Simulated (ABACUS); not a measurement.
A run of ABACUS 3.10.1 is set up as follows.

The input INPUT:

```
INPUT_PARAMETERS
suffix              Pd
calculation         scf
basis_type          pw
pseudo_dir          ./
symmetry            1
dft_functional      GGA_X_SOGGA+GGA_C_PBE
ecutwfc             82
pseudo_rcut         10
nspin               1
nbands              19
ks_solver           dav
smearing_method     fd
smearing_sigma      0.00367493
scf_thr             1e-08
scf_nmax            100
mixing_type         broyden
mixing_beta         0.7
cal_force           1
cal_stress          1
out_chg             1
out_pot             2
out_elf             1
```

Contents of STRU:

```
ATOMIC_SPECIES
Pd 106.4200 Pd.upf

LATTICE_CONSTANT
1.8897261246

LATTICE_VECTORS
0.0000000000 1.9465000000 1.9465000000
1.9465000000 0.0000000000 1.9465000000
1.9465000000 1.9465000000 0.0000000000

ATOMIC_POSITIONS
Direct

Pd
0.0
1
0.0000000000 0.0000000000 0.0000000000 1 1 1
```

File KPT:

```
K_POINTS
0
Gamma
10 10 10 0 0 0
```

Potentials or basis: Ansatz NC PBE, plane waves.

Run with:

```bash
$ OMP_NUM_THREADS=1 mpirun -np 4 abacus > log
```

Problem. Estimate the pressure.

Solution. -5.2 GPa.

Problem. Predict the band gap on the k mesh.

Solution. None (metal or under the smearing width).

Caveat: the potentials were made for another functional, which shifts forces and pressure.
